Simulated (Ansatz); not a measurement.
These are results of DFT PBE, scalar-relativistic, plane waves, PAW (Ansatz 0.2.0), not measurements. All cells share a 420 eV cutoff and Γ-centred k meshes spaced at most about 0.3 Å⁻¹ (about 0.25 or finer for metals, 2π included). Collinear spin in cells that started with moments and kept them past the coarse steps, no spin elsewhere.

All energies are static (0 K, no zero-point motion).

Two relaxed structures of GaCo:

A. (site moments Co 0.6 (×2) μB)

```
Ga Co
1.0
     4.51839   -1.37988    0.00000
     4.51839    1.37988    0.00000
    -1.32955    0.00000    3.96327
Ga Co
2 2
Cartesian
  0.6430 0.0000 1.2024
  7.0642 0.0000 2.7608
  4.6118 0.0000 3.2086
  3.0955 0.0000 0.7546
```

B. (no spin)

```
Ga Co
1.0
    -1.38155    2.60315    3.65564
     1.38155   -2.60315    3.65564
     1.38155    2.60315   -3.65564
Ga Co
2 2
Cartesian
  0.0000 0.0000 5.7808
  0.0000 0.0000 1.5304
  0.0000 1.2203 3.6556
  1.3815 1.3829 0.0000
```

Problem. Which would you expect to be lower, and how large is the difference?

Solution. A is lower, by 184 meV/atom. A has space group C2/m (No. 12), 12.4 Å³/atom and no gap on its mesh; B has space group Immm (No. 71), 13.1 Å³/atom and no gap. Counting all near atoms (those within 1.25 times the shortest distance at each site; a plus sign parts nearer from farther groups), A has Ga 13, Co 12 and B has Ga 6+7, Co 7+3. Their magnetic states differ too, which can make part of the margin. The denser one is the lower, and pressure would at first widen the difference. Both come from invented guesses. The part of the Crystallography Open Database at hand lists GaCo in space group No. 221, which no cell shown has.

Another magnetic order may lie lower. Trial moments died out on the coarse mesh in Immm; another magnetic start might hold. Cells relaxed within their symmetry can be saddle points. The C2/m cell of GaCo came from shaking the Immm one.
